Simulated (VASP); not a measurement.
# Pb (P6_3/mmc) in VASP: further runs

The runs below take Pb through single point, with PBE+D3(BJ).

Program: VASP 6.6.1. These are calculated values, not measurements. Logs are shortened: lines on timing, memory, paths and dates and some standing lists are left out, and cuts for length are marked.

## (1) The crystal as given

The structure is hexagonal, space group P6_3/mmc (No. 194). The conventional cell has a = 3.480 Å, b = 3.480 Å, c = 5.590 Å, α = 90.00°, β = 90.00°, γ = 120.00°. Pb (site symmetry -6m2) has 12 Pb at 3.44 to 3.48 Å as nearest neighbours.

This isn't the form of Pb at room conditions, which is fcc.

## (2) Single point, PBE+D3(BJ)

INCAR

```
  PREC = Accurate
  ENCUT = 520
  EDIFF = 1E-6
  ISMEAR = 0
  SIGMA = 0.1
  LREAL = False
  LASPH = True
  NELM = 60
  ALGO = Fast
  ISIF = 2
  LWAVE = False
  LCHARG = False
  GGA = PE
  IVDW = 12
  NBANDS = 21
```

KPOINTS

```
regular mesh
0
Gamma
  6 6 4
```

POSCAR

```
Pb
1.0
    3.4800000000      0.0000000000      0.0000000000
   -1.7400000000      3.0137684052      0.0000000000
    0.0000000000      0.0000000000      5.5900000000
Pb
2
Direct
    0.3333333333      0.6666666667      0.2500000000
    0.6666666667      0.3333333333      0.7500000000
```

Potentials or basis: VASP PAW PBE potentials, release 64 (Pb_d).

Started as:

```
$ cat potpaw_PBE.64/Pb_d/POTCAR > POTCAR
$ mpirun -np 1 vasp_std > vasp.out
```

OUTCAR:

```text
PREC = Accurate
   ENCUT = 520
   EDIFF = 1E-6
   ISMEAR = 0
   LREAL = False
   LASPH = True
   NELM = 60
   ISIF = 2
   GGA = PE
   IVDW = 12
 IVDW          = 12

 ion  position               nearest neighbor table
   1  0.333  0.667  0.250-   2 3.44   2 3.44   2 3.44   2 3.44   2 3.44   2 3.44
   2  0.667  0.333  0.750-   1 3.44   1 3.44   1 3.44   1 3.44   1 3.44   1 3.44

  LATTYP: Found a hexagonal cell.
 ALAT       =     3.4800000000
 C/A-ratio  =     1.6063218391

  Lattice vectors:

 A1 = (   3.4800000000,   0.0000000000,   0.0000000000)
 A2 = (  -1.7400000000,   3.0137684052,   0.0000000000)
 A3 = (   0.0000000000,   0.0000000000,   5.5900000000)

Analysis of symmetry for initial positions (statically):
=====================================================================
 Subroutine PRICEL returns:
 Original cell was already a primitive cell.

 Routine SETGRP: Setting up the symmetry group for a
 hexagonal supercell.

 Subroutine GETGRP returns: Found 24 space group operations
 (whereof 12 operations were pure point group operations)
 out of a pool of 24 trial point group operations.

The static configuration has the point symmetry D_3d.
 The point group associated with its full space group is D_6h.

Analysis of symmetry for dynamics (positions and initial velocities):
=====================================================================
 Subroutine PRICEL returns:
 Original cell was already a primitive cell.

 Routine SETGRP: Setting up the symmetry group for a
 hexagonal supercell.

 Subroutine GETGRP returns: Found 24 space group operations
 (whereof 12 operations were pure point group operations)
 out of a pool of 24 trial point group operations.

The dynamic configuration has the point symmetry D_3d.
 The point group associated with its full space group is D_6h.

 Subroutine INISYM returns: Found 24 space group operations
 (whereof 12 operations are pure point group operations),
 and found     1 'primitive' translations

----------------------------------------------------------------------------------------

                                     Primitive cell

  volume of cell :      58.6274

  direct lattice vectors                    reciprocal lattice vectors
     3.480000000  0.000000000  0.000000000     0.287356322  0.165905250  0.000000000
    -1.740000000  3.013768405  0.000000000     0.000000000  0.331810500  0.000000000
     0.000000000  0.000000000  5.590000000     0.000000000  0.000000000  0.178890877

  length of vectors
[... 77 lines left out ...]
   NELM   =     60;   NELMIN=  2; NELMDL= -5     # of ELM steps
   EDIFF  = 0.1E-05   stopping-criterion for ELM
   LREAL  =      F    real-space projection
   EDIFFG = 0.1E-04   stopping-criterion for IOM
   NSW    =      0    number of steps for IOM
   IBRION =     -1    ionic relax: 0-MD 1-quasi-New 2-CG
   NFREE  =      0    steps in history (QN), initial steepest desc. (CG)
   ISIF   =      2    stress and relaxation
   ISYM   =      2    0-nonsym 1-usesym 2-fastsym
   POTIM  = 0.5000    time-step for ionic-motion
   TEBEG  =    0.0;   TEEND  =   0.0 temperature during run
   PSTRESS=    0.0 pullay stress
   NELECT =      28.0000    total number of electrons
   NUPDOWN=      -1.0000    fix difference up-down
   EMIN   =  10.00;   EMAX   =-10.00  energy-range for DOS
   EFERMI =   0.00;   METHOD = LEGACY
   ISMEAR =     0;   SIGMA  =   0.10  broadening in eV -4-tet -1-fermi 0-gaus
   EFERMI_NEDOS =   21; number of points for ismear=-14 and -15
   IALGO  =     68    algorithm
   IMIX   =      4    mixing-type and parameters
     AMIX     =   0.40;   BMIX     =  1.00
     AMIX_MAG =   1.60;   BMIX_MAG =  1.00
  volume/ion in A,a.u.               =      29.31       197.82
  Fermi-wavevector in a.u.,A,eV,Ry     =   1.279658  2.418203 22.279870  1.637524
  Thomas-Fermi vector in A             =   2.412131
   LORBIT       =      0    0 simple, 1 ext, 2 COOP (PROOUT), +10 PAW based schemes
   GGA     = PE    functional components
   LHFCALC =     F    Hartree Fock is set to
   AEXX    =    0.0000 exact exchange contribution
   IVDW    =    12    specifies the selected vdW correction
   LEPSILON=     F    determine dielectric tensor
   LRPA    =     F    only Hartree local field effects (RPA)
 non-spin polarized calculation
 RMM-DIIS sequential band-by-band and
 Gauss-broadening in eV      SIGMA  =   0.10
  energy-cutoff  :      520.00
  volume of cell :       58.63
 maximum number of plane-waves:      1592
 NGX is ok and might be reduce to    28
   NGX = 13   NGY = 13   NGZ = 21

 number of electron      28.0000005 magnetization

 Free energy of the ion-electron system (eV)
  ---------------------------------------------------
  ext. energy  EPLUGINS =         0.00000000
  ---------------------------------------------------
  free energy    TOTEN  =        -6.95883762 eV

  energy without entropy =       -6.94609071  energy(sigma->0) =       -6.95246417

 E-fermi :   7.6162     XC(G=0): -10.3477

 val. band max:        7.5737773751   @ k =   0.3333   0.1667   0.2500
 cond. band min:       7.6914706171   @ k =   0.3333   0.0000   0.2500
 fundamental gap:      0.1176932420
 Fermi energy:         7.6162091394

 k-point     1 :       0.0000    0.0000    0.0000
  band No.  band energies     occupation
      1      -9.4650      2.00000
      2      -9.4166      2.00000
      3      -9.4031      2.00000
      4      -9.4031      2.00000
      5      -9.3782      2.00000
      6      -9.3782      2.00000
[... 493 lines left out ...]
     20      16.8813      0.00000
     21      16.9960      0.00000

------------------------ aborting loop because EDIFF is reached ----------------------------------------

 Edisp (eV)   -0.84794

 E8    (eV) :    -0.4297

  FORCE on cell =-STRESS in cart. coord.  units (eV):
  Direction    XX          YY          ZZ          XY          YZ          ZX
  --------------------------------------------------------------------------------------
  -------------------------------------------------------------------------------------
  Total       0.99363     0.99363     0.35150     0.00000     0.00000     0.00000
  in kB      27.15410    27.15410     9.60591     0.00000     0.00000     0.00000
  external pressure =       21.30 kB  Pullay stress =        0.00 kB

 VOLUME and BASIS-vectors are now :
 -----------------------------------------------------------------------------
  energy-cutoff  :      520.00
  volume of cell :       58.63
      direct lattice vectors                 reciprocal lattice vectors
     3.480000000  0.000000000  0.000000000     0.287356322  0.165905250  0.000000000
    -1.740000000  3.013768405  0.000000000     0.000000000  0.331810500  0.000000000
     0.000000000  0.000000000  5.590000000     0.000000000  0.000000000  0.178890877

 POSITION                                       TOTAL-FORCE (eV/Angst)
 -----------------------------------------------------------------------------------
     -0.00000      2.00918      1.39750         0.000000      0.000000      0.000000
      1.74000      1.00459      4.19250        -0.000000     -0.000000      0.000000
 -----------------------------------------------------------------------------------
    total drift:                               -0.000000      0.000000      0.000000

  FREE ENERGIE OF THE ION-ELECTRON SYSTEM (eV)
  ---------------------------------------------------
  free  energy   TOTEN  =        -7.8067821168 eV

  energy  without entropy=       -7.7940351986  energy(sigma->0) =       -7.80040866
```

stdout:

```text
POSCAR found type information on POSCAR Pb
 POSCAR found :  1 types and       2 ions
 scaLAPACK will be used
 LDA part: xc-table for (Slater+PW92), standard interpolation
 POSCAR, INCAR and KPOINTS ok, starting setup
 FFT: planning ... GRIDC
 FFT: planning ... GRID_SOFT
 FFT: planning ... GRID
 WAVECAR not read
 entering main loop
```

It took 14 s on 1 thread of Intel Xeon 6975P-C (Granite Rapids), shared host; peak memory 0.18 GiB.

Results:

| Item | Value |
| --- | --- |
| Free energy | -7.8068 eV |
| Pressure | 2.1 GPa |
| Band gap on the k mesh | none (metal or under the smearing width) |
| Dispersion energy per atom | -0.424 eV |

Stress tensor (GPa, compression positive):
```
2.72 0.00 0.00
0.00 2.72 0.00
0.00 0.00 0.96
```

Caveat: pairwise dispersion overbinds metals, which lowers pressure and volume.

## (3) Single point, PBE+D3(BJ)

This run uses another cell than the first one, of 30.33 Å³/atom, 1.035 times its volume.

INCAR

```
SYSTEM = Pb
PREC = Accurate
ENCUT = 520
EDIFF = 1E-6
ISMEAR = 0
SIGMA = 0.1
LREAL = .False.
LASPH = .True.
NELM = 100
ALGO = Fast
ISIF = 2
LWAVE = .False.
LCHARG = .False.
GGA = PE
IVDW = 12
NBANDS = 21
```

KPOINTS

```
Automatic mesh
0
Gamma
  15 15 8
  0 0 0
```

POSCAR

```
Pb
1.0
    3.4894605500      0.0000000000      0.0000000000
   -1.7447302750      3.0219614818      0.0000000000
    0.0000000000      0.0000000000      5.7527048413
Pb
2
Direct
    0.3333333333      0.6666666667      0.2500000000
    0.6666666667      0.3333333333      0.7500000000
```

Potentials or basis: VASP PAW PBE potentials, release 64 (Pb_d).

Started as:

```
$ cat potpaw_PBE.64/Pb_d/POTCAR > POTCAR
$ mpirun -np 1 vasp_std > vasp.out
```

OUTCAR:

```text
SYSTEM = Pb
   PREC = Accurate
   ENCUT = 520
   EDIFF = 1E-6
   ISMEAR = 0
   LREAL = .False.
   LASPH = .True.
   NELM = 100
   ISIF = 2
   GGA = PE
   IVDW = 12
 IVDW          = 12

 ion  position               nearest neighbor table
   1  0.333  0.667  0.250-   2 3.51   2 3.51   2 3.51   2 3.51   2 3.51   2 3.51
   2  0.667  0.333  0.750-   1 3.51   1 3.51   1 3.51   1 3.51   1 3.51   1 3.51

  LATTYP: Found a hexagonal cell.
 ALAT       =     3.4894605500
 C/A-ratio  =     1.6485943196

  Lattice vectors:
[... 770 lines left out ...]

 Edisp (eV)   -0.81897

 E8    (eV) :    -0.4151

  FORCE on cell =-STRESS in cart. coord.  units (eV):
  Direction    XX          YY          ZZ          XY          YZ          ZX
  --------------------------------------------------------------------------------------
  -------------------------------------------------------------------------------------
  Total      -0.02848    -0.02848    -0.02639     0.00000     0.00000     0.00000
  in kB      -0.75216    -0.75216    -0.69698     0.00000     0.00000     0.00000
  external pressure =       -0.73 kB  Pullay stress =        0.00 kB

 VOLUME and BASIS-vectors are now :
 -----------------------------------------------------------------------------
  energy-cutoff  :      520.00
  volume of cell :       60.66
      direct lattice vectors                 reciprocal lattice vectors
     3.489460550  0.000000000  0.000000000     0.286577248  0.165455451  0.000000000
    -1.744730275  3.021961482  0.000000000     0.000000000  0.330910902  0.000000000
     0.000000000  0.000000000  5.752704841     0.000000000  0.000000000  0.173831272

 POSITION                                       TOTAL-FORCE (eV/Angst)
 -----------------------------------------------------------------------------------
     -0.00000      2.01464      1.43818         0.000000     -0.000000      0.000000
      1.74473      1.00732      4.31453        -0.000000      0.000000      0.000000
 -----------------------------------------------------------------------------------
    total drift:                               -0.000000      0.000000      0.000000

  FREE ENERGIE OF THE ION-ELECTRON SYSTEM (eV)
  ---------------------------------------------------
  free  energy   TOTEN  =        -7.9091402459 eV

  energy  without entropy=       -7.9060060811  energy(sigma->0) =       -7.90757316
```

OSZICAR:

```text
N       E                     dE             d eps       ncg     rms          rms(c)
DAV:   1     0.293597188504E+03    0.29360E+03   -0.14204E+04  5670   0.162E+03
DAV:   2     0.143166043647E+02   -0.27928E+03   -0.27276E+03  5725   0.408E+02
DAV:   3    -0.644175621311E+01   -0.20758E+02   -0.20520E+02  6943   0.136E+02
DAV:   4    -0.708147248988E+01   -0.63972E+00   -0.63950E+00  6764   0.273E+01
DAV:   5    -0.711362715099E+01   -0.32155E-01   -0.32154E-01  7771   0.561E+00    0.745E-01
RMM:   6    -0.709438268760E+01    0.19244E-01   -0.31309E-02  6455   0.214E+00    0.380E-01
RMM:   7    -0.708967356490E+01    0.47091E-02   -0.19864E-02  6399   0.140E+00    0.126E-01
RMM:   8    -0.708999271052E+01   -0.31915E-03   -0.61501E-03  7584   0.100E+00    0.228E-02
RMM:   9    -0.709014656131E+01   -0.15385E-03   -0.17375E-03  9017   0.350E-01    0.213E-02
RMM:  10    -0.709015883194E+01   -0.12271E-04   -0.26165E-04  6795   0.235E-01    0.924E-03
RMM:  11    -0.709016598647E+01   -0.71545E-05   -0.13834E-04  7977   0.124E-01    0.684E-03
RMM:  12    -0.709017091763E+01   -0.49312E-05   -0.52123E-05  7858   0.625E-02    0.723E-03
RMM:  13    -0.709017151560E+01   -0.59798E-06   -0.69362E-06  4993   0.305E-02
   1 F= -.79091402E+01 E0= -.79075732E+01  d E =-.313416E-02
```

stdout:

```text
POSCAR found type information on POSCAR Pb
 POSCAR found :  1 types and       2 ions
 scaLAPACK will be used
 LDA part: xc-table for (Slater+PW92), standard interpolation
 POSCAR, INCAR and KPOINTS ok, starting setup
 FFT: planning ... GRIDC
 FFT: planning ... GRID_SOFT
 FFT: planning ... GRID
 WAVECAR not read
 entering main loop
WARNING in EDDRMM: call to ZHEGV failed, returncode =   8  4     21
```

Wall time 64 s (1 thread of Intel Xeon 6975P-C (Granite Rapids), shared host); peak memory 0.29 GiB.

Results:

```
Free energy                : -7.9091 eV
Pressure                   : -0.1 GPa
Band gap on the k mesh     : none (metal or under the smearing width)
Dispersion energy per atom : -0.409 eV
```

Caveat: pairwise dispersion overbinds metals, which lowers pressure and volume.
